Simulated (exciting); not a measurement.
# Ge (Fd-3m) in exciting: single point with PBE

Aim: the single point of Ge with PBE.

Everything below comes from runs of exciting (release sodium). Logs are shortened: lines on timing, memory, paths and dates and some standing lists are left out, and cuts for length are marked.

**Experimental background.**

From “Temperature-dependent photoluminescence in Ge: experiment and theory”, 2020, arxiv:2003.00143, for a bulk crystal of Ge at 0 K: band gap 0.744 eV (indirect).

The runs below are set against these values where they give the same quantity.

### Step 1. Starting point

Symmetry: Fd-3m, No. 227, cubic system. The conventional cell has a = 5.658 Å, b = 5.658 Å, c = 5.658 Å, α = 90.00°, β = 90.00°, γ = 90.00°. Ge (site symmetry -43m) is surrounded by 4 Ge at 2.45 Å.

### Step 2. Single point, PBE

input.xml reads:

```xml
<input>
  <title>Ge</title>
  <structure speciespath="./" tshift="false">
    <crystal scale="1">
      <basevect>0.000000000000 5.345865131215 5.345865131215</basevect>
      <basevect>5.345865131215 0.000000000000 5.345865131215</basevect>
      <basevect>5.345865131215 5.345865131215 0.000000000000</basevect>
    </crystal>
    <species speciesfile="Ge.xml" rmt="2">
      <atom coord="0.750000000000 0.750000000000 0.750000000000"/>
      <atom coord="0.500000000000 0.500000000000 0.500000000000"/>
    </species>
  </structure>
  <groundstate do="fromscratch" ngridk="8 8 8" rgkmax="9" gmaxvr="14" lmaxapw="10" lmaxmat="10" lmaxvr="8" xctype="GGA_PBE" stype="Gaussian" swidth="0.00040424" nempty="10" ValenceRelativity="iora*" epsengy="1e-05" epspot="1e-05" maxscl="60" tforce="true" outputlevel="high"/>
  <properties>
    <chargedensityplot>
      <plot3d>
        <box grid="21 21 21">
          <origin coord="0 0 0"/>
          <point coord="1 0 0"/>
          <point coord="0 1 0"/>
          <point coord="0 0 1"/>
        </box>
      </plot3d>
    </chargedensityplot>
    <elfplot>
      <plot3d>
        <box grid="21 21 21">
          <origin coord="0 0 0"/>
          <point coord="1 0 0"/>
          <point coord="0 1 0"/>
          <point coord="0 0 1"/>
        </box>
      </plot3d>
    </elfplot>
    <exccplot>
      <plot3d>
        <box grid="21 21 21">
          <origin coord="0 0 0"/>
          <point coord="1 0 0"/>
          <point coord="0 1 0"/>
          <point coord="0 0 1"/>
        </box>
      </plot3d>
    </exccplot>
  </properties>
</input>
```

Potentials or basis: all-electron LAPW+lo, shipped species files, valence relativity iora*.

Launch:

```
OMP_NUM_THREADS=1 exciting_smp
```

INFO.OUT:

```text
================================================================================
EXCITING SODIUM started
[... 10 lines left out ...]

 Lattice vectors (cartesian) :
      0.0000000000      5.3458651312      5.3458651312
      5.3458651312      0.0000000000      5.3458651312
      5.3458651312      5.3458651312      0.0000000000

 Reciprocal lattice vectors (cartesian) :
     -0.5876677725      0.5876677725      0.5876677725
      0.5876677725     -0.5876677725      0.5876677725
      0.5876677725      0.5876677725     -0.5876677725

 Unit cell volume                           :     305.5511969860
 Brillouin zone volume                      :       0.8118122786

 Species :    1 (Ge)
     parameters loaded from                 :    Ge.xml
     name                                   :    germanium
     nuclear charge                         :     -32.00000000
     electronic charge                      :      32.00000000
     atomic mass                            :  132359.93290000
     muffin-tin radius                      :       2.00000000
     # of radial points in muffin-tin       :     350

     atomic positions (lattice) :
       1 :   0.75000000  0.75000000  0.75000000
       2 :   0.50000000  0.50000000  0.50000000

 Total number of atoms per unit cell        :       2

 Spin treatment                             :    spin-unpolarised

 Number of Bravais lattice symmetries       :      48
 Number of crystal symmetries               :      24

 k-point grid                               :       8    8    8
 Total number of k-points                   :      43
 k-point set is reduced with crystal symmetries

 R^MT_min * |G+k|_max (rgkmax)              :       9.00000000
 Species with R^MT_min                      :       1 (Ge)
 Maximum |G+k| for APW functions            :       4.50000000
 Maximum |G| for potential and density      :      14.00000000
 Polynomial order for pseudochg. density    :       9

 G-vector grid sizes                        :      36    36    36
 Total number of G-vectors                  :   14163

 Maximum angular momentum used for
     APW functions                          :      10
     computing H and O matrix elements      :      10
     potential and density                  :       8
     inner part of muffin-tin               :       2

 Total nuclear charge                       :     -64.00000000
 Total electronic charge                    :      64.00000000
 Total core charge                          :      36.00000000
 Total valence charge                       :      28.00000000

 Effective Wigner radius, r_s               :       1.04457221

 Number of empty states                     :      10
 Total number of valence states             :      25

 Maximum Hamiltonian size                   :     517
 Maximum number of plane-waves              :     489
 Total number of local-orbitals             :      28

 Exchange-correlation type                  :      20
     Perdew-Burke-Ernzerhof, Phys. Rev. Lett. 77, 3865 (1996)
     Generalised gradient approximation (GGA)

 Smearing scheme                            :    Gaussian
 Smearing width                             :       0.00040424

 Using multisecant Broyden potential mixing
[... 6 lines left out ...]
* Groundstate module started                                                   *
********************************************************************************
 Output level for this task is set to high

++++++++++++++++++++++++++++++++++++++++++++++++++++++++++++++++++++++++++++++++
[... 5 lines left out ...]
+ SCF iteration number :    1                                                  +
++++++++++++++++++++++++++++++++++++++++++++++++++++++++++++++++++++++++++++++++
 Total energy                               :     -4198.61567818
 _______________________________________________________________
 Fermi energy                               :         0.20293296
 Kinetic energy                             :      4286.68071873
 Coulomb energy                             :     -8325.76766252
 Exchange energy                            :      -156.40271899
 Correlation energy                         :        -3.12601539
 Sum of eigenvalues                         :     -2417.24150185
 Effective potential energy                 :     -6703.92222058
 Coulomb potential energy                   :     -6496.41158817
 xc potential energy                        :      -207.51063242
 Hartree energy                             :      1376.91180191
 Electron-nuclear energy                    :     -9250.23519200
 Nuclear-nuclear energy                     :      -452.44427244
 Madelung energy                            :     -5077.56186844
 Core-electron kinetic energy               :         0.00000000

 DOS at Fermi energy (states/Ha/cell)       :         3.43533171

 Electron charges :
     core                                   :        36.00000000
     core leakage                           :         0.00641884
     valence                                :        28.00000000
     interstitial                           :         4.85115427
     charge in muffin-tin spheres :
                  atom     1    Ge          :        29.57442286
                  atom     2    Ge          :        29.57442286
     total charge in muffin-tins            :        59.14884573
     total charge                           :        64.00000000
[... 426 lines left out ...]
 Coulomb energy                             :     -8325.57077027
 Exchange energy                            :      -156.40677847
 Correlation energy                         :        -3.12708085
 Sum of eigenvalues                         :     -2416.82324756
 Effective potential energy                 :     -6703.73640131
 Coulomb potential energy                   :     -6496.21898185
 xc potential energy                        :      -207.51741945
 Hartree energy                             :      1376.90751598
 Electron-nuclear energy                    :     -9250.03401381
 Nuclear-nuclear energy                     :      -452.44427244
 Madelung energy                            :     -5077.46127935
 Core-electron kinetic energy               :         0.00000000

 DOS at Fermi energy (states/Ha/cell)       :         2.78789572

 Electron charges :
     core                                   :        36.00000000
     core leakage                           :         0.00635793
     valence                                :        28.00000000
     interstitial                           :         4.88593429
     charge in muffin-tin spheres :
                  atom     1    Ge          :        29.55703424
                  atom     2    Ge          :        29.55703147
     total charge in muffin-tins            :        59.11406571
     total charge                           :        64.00000000

 RMS change in effective potential (target) :  0.373700E-08  ( 0.100000E-04)
 Absolute change in total energy   (target) :  0.622538E-06  ( 0.100000E-04)
 Charge distance                   (target) :  0.159428E-08  ( 0.100000E-04)
 Abs. change in max-nonIBS-force   (target) :   0.00000      ( 0.500000E-04)

++++++++++++++++++++++++++++++++++++++++++++++++++++++++++++++++++++++++++++++++
| Convergency criteria checked for the last 2 iterations                       +
| Convergence targets achieved. Performing final SCF iteration                 +
++++++++++++++++++++++++++++++++++++++++++++++++++++++++++++++++++++++++++++++++
 Total energy                               :     -4198.19147600
 _______________________________________________________________
 Fermi energy                               :         0.20977848
 Kinetic energy                             :      4286.91315370
 Coulomb energy                             :     -8325.57077038
 Exchange energy                            :      -156.40677848
 Correlation energy                         :        -3.12708085
 Sum of eigenvalues                         :     -2416.82324759
 Effective potential energy                 :     -6703.73640128
 Coulomb potential energy                   :     -6496.21898182
 xc potential energy                        :      -207.51741946
 Hartree energy                             :      1376.90751612
 Electron-nuclear energy                    :     -9250.03401406
 Nuclear-nuclear energy                     :      -452.44427244
 Madelung energy                            :     -5077.46127947
 Core-electron kinetic energy               :         0.00000000

 DOS at Fermi energy (states/Ha/cell)       :         2.78789655

 Electron charges :
     core                                   :        36.00000000
     core leakage                           :         0.00635793
     valence                                :        28.00000000
     interstitial                           :         4.88593429
     charge in muffin-tin spheres :
                  atom     1    Ge          :        29.55703424
                  atom     2    Ge          :        29.55703147
     total charge in muffin-tins            :        59.11406571
     total charge                           :        64.00000000

++++++++++++++++++++++++++++++++++++++++++++++++++++++++++++++++++++++++++++++++
+ Self-consistent loop stopped                                                 +
++++++++++++++++++++++++++++++++++++++++++++++++++++++++++++++++++++++++++++++++
 STATE.OUT is written

--------------------------------------------------------------------------------
- Writing atomic positions and forces                                          -
--------------------------------------------------------------------------------

 Atomic positions (lattice) :
 atom     1  Ge  :     0.75000000    0.75000000    0.75000000
 atom     2  Ge  :     0.50000000    0.50000000    0.50000000

 Total atomic forces including IBS (cartesian) :
 atom     1  Ge  :     0.00000000    0.00000000    0.00000000
 atom     2  Ge  :     0.00000000   -0.00000000   -0.00000000

 Atomic force components including IBS (cartesian) :
 atom     1  Ge  :    -0.00000000    0.00000000    0.00000000   HF force
                 :     0.00000000   -0.00000000   -0.00000000   core correction
                 :     0.00000000    0.00000000   -0.00000000   IBS correction
 atom     2  Ge  :     0.00000000   -0.00000000   -0.00000000   HF force
                 :    -0.00000000    0.00000000    0.00000000   core correction
                 :    -0.00000000   -0.00000000    0.00000000   IBS correction

********************************************************************************
* Groundstate module stopped                                                   *
********************************************************************************

================================================================================
| EXCITING SODIUM stopped                                                      =
================================================================================
```

Wall time 2.3 min (1 thread of Intel Xeon Platinum 8488C (Sapphire Rapids), shared host); peak memory 0.15 GiB.

Results:

- Free energy: -114238.6098 eV
- Band gap on the k mesh: 0.03 eV, direct
- All electrons inside the program's atomic spheres: Ge 29.56 (radii Ge 2.0 bohr)

Levels at points of the mesh, in eV from the valence-band top:
```tsv
k point	band 10	band 11	band 12	band 13	band 14	band 15	band 16	band 17	band 18	band 19
(0.00, 0.00, 0.00)	-24.55	-12.77	0.00	0.00	0.00	0.03	2.55	2.55	2.55	6.44
(0.50, 0.00, 0.00)	-24.53	-10.68	-7.59	-1.40	-1.40	0.19	3.75	3.75	7.15	10.57
(0.50, 0.50, 0.00)	-24.51	-8.89	-8.89	-3.07	-3.07	0.76	0.76	9.51	9.51	11.61
```

### Step 3. Comparison with measurements

Step 2. Against the measured gap of Ge, 0.744 eV (indirect; 0 K; “Temperature-dependent photoluminescence in Ge: experiment and theory”, 2020, arxiv:2003.00143), the calculated 0.03 eV is off by -0.71 eV. 3 values of this kind are on record (0.666 to 0.807 eV); this one was drawn at random among those near their median. Spin-orbit coupling on Ge is left out. The value is that of PBE on a finite k mesh, which can miss the band edges, without temperature or zero-point motion. Semilocal functionals fall short of measured gaps as a rule.
